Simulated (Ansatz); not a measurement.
This log comes from Ansatz, run on rocksalt CaO. The geometry is the r2SCAN minimum.

The cell given to it:
```xyz
2
Lattice="0.0000 2.3976 2.3976 2.3976 0.0000 2.3976 2.3976 2.3976 0.0000" Properties=species:S:1:pos:R:3 pbc="T T T"
Ca    0.0000    0.0000    0.0000
O     2.3976    2.3976    2.3976
```

The output, standing remarks left out:
```
Crystal: 2 atoms, lattice volume = 27.563 Å³
Basis set: ecut = 420 eV, 537 PW (Γ)
Bands: 12, of which v1, the nominal top of the filled ones, is band 8 counted from 1 (7 counted from 0)
Symmetry: 48 space group operations
Space group: Fm-3m (ITA 225)
k-points: 16 of 216
preconditioner: auto → none  [insulator: Δε(μ)=3.651 eV  ℏωp=26.5 eV]
SCF converged after 6 iterations
Free energy (F): -2387.717729 eV
Fermi energy:    7.772552 eV
--- G₀W₀: contour deformation, 7 samples at zero and on the imaginary axis and 2 off it, 216 q-points, 293 empty bands' worth ---
    ik  band        ε_KS         Σx   Σc(E_QP)       V_xc       Z   E_QP_lin       E_QP  E_QP is
     0     7      7.7726   -25.5040     4.0877   -20.2163  0.7501     6.5520     6.5726  root
     0     8      7.7726   -25.5040     4.0877   -20.2163  0.7501     6.5520     6.5726  root
     0     9     12.5614    -7.5901    -4.0831   -12.1856  0.8297    13.0759    13.0737  root
     0    10     14.0277    -7.5675    -5.3000   -14.6046  0.8103    15.8069    15.7649  root
     1     7      7.4218   -24.9230     4.0758   -19.6439  0.7491     6.1968     6.2186  root
     1     8      7.4218   -24.9230     4.0758   -19.6439  0.7491     6.1968     6.2186  root
     1     9     13.6639    -8.0839    -4.2434   -12.9915  0.8202    14.3324    14.3281  root
     1    10     14.0100    -8.2831    -5.0220   -14.8426  0.8054    15.5793    15.5475  root
     4     7      7.5871   -25.1791     4.0761   -19.8844  0.7503     6.3469     6.3686  root
     4     8      7.5871   -25.1791     4.0761   -19.8844  0.7503     6.3469     6.3686  root
     4     9     13.1718    -6.9082    -4.9790   -13.3764  0.8186    14.6881    14.6610  root
     4    10     13.6854    -8.1932    -4.2942   -13.2166  0.8203    14.4197    14.4146  root
     5     7      7.0525   -24.3592     4.0786   -19.0408  0.7484     5.7883     5.8128  root
     5     8      7.2231   -24.7201     4.1027   -19.3859  0.7486     5.9681     5.9917  root
     5     9     13.0925    -7.2303    -4.8301   -13.4501  0.8164    14.5053    14.4822  root
     5    10     15.0213    -8.8609    -4.6663   -14.5366  0.8047    16.0436    16.0308  root
     7     7      6.6397   -24.1363     4.2080   -18.6981  0.7429     5.3833     5.4095  root
     7     8      6.8225   -24.0811     4.0991   -18.7094  0.7481     5.5231     5.5498  root
     7     9     14.4339    -8.7194    -5.0581   -15.2796  0.7964    15.9699    15.9359  root
     7    10     15.2148    -8.9813    -5.1724   -15.6009  0.7908    16.6962    16.6621  root
     8     7      6.9378   -24.3822     4.1423   -19.0282  0.7455     5.7020     5.7260  root
     8     8      7.3148   -24.5649     4.0223   -19.3014  0.7511     6.0503     6.0736  root
     8     9     13.8403    -8.0120    -4.9663   -14.4666  0.8067    15.3581    15.3285  root
     8    10     14.6232    -8.6676    -4.5335   -14.1296  0.8103    15.5616    15.5517  root
     9     7      7.4158   -25.1345     4.1279   -19.7532  0.7496     6.1387     6.1624  root
     9     8      7.4158   -25.1345     4.1279   -19.7532  0.7496     6.1387     6.1624  root
     9     9     11.9229    -6.3687    -4.6007   -12.1999  0.8278    13.1690    13.1534  root
     9    10     15.1960    -8.5283    -4.9750   -14.7946  0.8094    16.5088    16.4873  root
    10     7      6.9260   -24.2878     4.1070   -18.8943  0.7486     5.6127     5.6396  root
    10     8      7.1819   -24.8948     4.1571   -19.4822  0.7479     5.9017     5.9265  root
    10     9     12.2792    -7.1304    -4.5573   -12.9290  0.8213    13.5369    13.5206  root
    10    10     15.9702    -9.4276    -5.4664   -16.6001  0.7920    17.7259    17.6763  root
    12     7      7.4009   -25.2630     4.1604   -19.8347  0.7492     6.1086     6.1330  root
    12     8      7.4009   -25.2630     4.1604   -19.8347  0.7492     6.1086     6.1330  root
    12     9     11.4254    -6.2420    -4.4650   -11.8542  0.8307    12.5853    12.5726  root
    12    10     15.8757    -9.9034    -5.5564   -17.4112  0.7989    17.8835    17.8271  root
  […]
```

The points are ik 0 = (0, 0, 0) (Γ), ik 1 = (0, 0, 1/6), ik 4 = (0, 1/6, 1/6), ik 5 = (0, 1/6, 1/3), ik 7 = (0, 1/6, -1/3), ik 8 = (0, 1/6, -1/6), ik 9 = (0, 1/3, 1/3), ik 10 = (0, 1/3, -1/2), ik 12 = (0, -1/2, -1/2), ik 14 = (1/6, 1/3, -1/3), ik 15 = (1/6, -1/2, -1/3); band 8 is the last filled one.

**Question.** Reconstruct the input.

**Answer.**
```yaml
crystal:
  # lattice and atoms as above
kpoints:
  mp_grid: { grid: [6, 6, 6] }
hamiltonian:
  xc: pbe
scf:
  occupations: { method: fixed }
gw:
  n_empty_bands: 293
  ecut_chi: 260
  qp_bands: [v2, c2]
  qp_kpoints: band_edges
  screening: { model: contour_deformation }
```
There is no exchange loop, so no exact exchange. The quasiparticle table needs the gw block. Close relatives of this functional can't be ruled out from these lines alone. This is the file that was run; thresholds and some counts can't be read off the log exactly.

It took 11 s on 1 × NVIDIA H100 80GB HBM3 with 2 threads of AMD EPYC 7R13 Processor (Zen 3), on a shared host, load about 2.3 per core; peak host memory 1.6 GiB.

Spin-unpolarised throughout; all numbers are computed.
